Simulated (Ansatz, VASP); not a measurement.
**Bi in VASP and in Ansatz**

```
CELL_PARAMETERS angstrom
4.86806 0.57017 0.45068
-0.52741 4.54322 -0.15014
-2.55823 -4.70221 6.23517
ATOMIC_POSITIONS crystal
Bi 0.81467 0.31122 0.22075
Bi 0.26509 0.43983 0.83767
Bi 0.26417 0.89053 0.29875
Bi 0.81376 0.78317 0.68246
```

Alike in both runs: functional PBE; k mesh 4 × 4 × 4; occupations gaussian, width 0.1 eV; no spin polarisation.

Ansatz relaxed the structure, and its values are those at the end. VASP's run is a single point on that final structure, the one shown.

|  | VASP | Ansatz |
| --- | --- | --- |
| version | VASP 6.6.1 | Ansatz 0.2.0 |
| potentials or method | VASP PAW PBE potentials, release 64 (Bi_d) | scalar-relativistic, plane waves, PAW |
| plane-wave cutoff (eV) | 520 | 420 |
| valence electrons in the cell | 60 | 60 |

VASP gave:

```
gap on the k mesh at the Fermi level (eV) : none
pressure (GPa)                            : 0.0
rms of the force components (eV/Å)        : 0.008
```

Problem. Which values does Ansatz return?

Solution. gap on the k mesh at the Fermi level (eV): none; pressure (GPa): 0.0; rms of the force components (eV/Å): 0.011.

A gap of «none» marks a metal or a gap that the smearing closes. With one functional, cell and mesh, what is left measures potentials, basis and numerics.

Caveats: the k mesh is coarse (spacing up to 0.42 Å⁻¹), so the values aren't converged; spin-orbit coupling is left out, which moves the levels of the heavy elements.
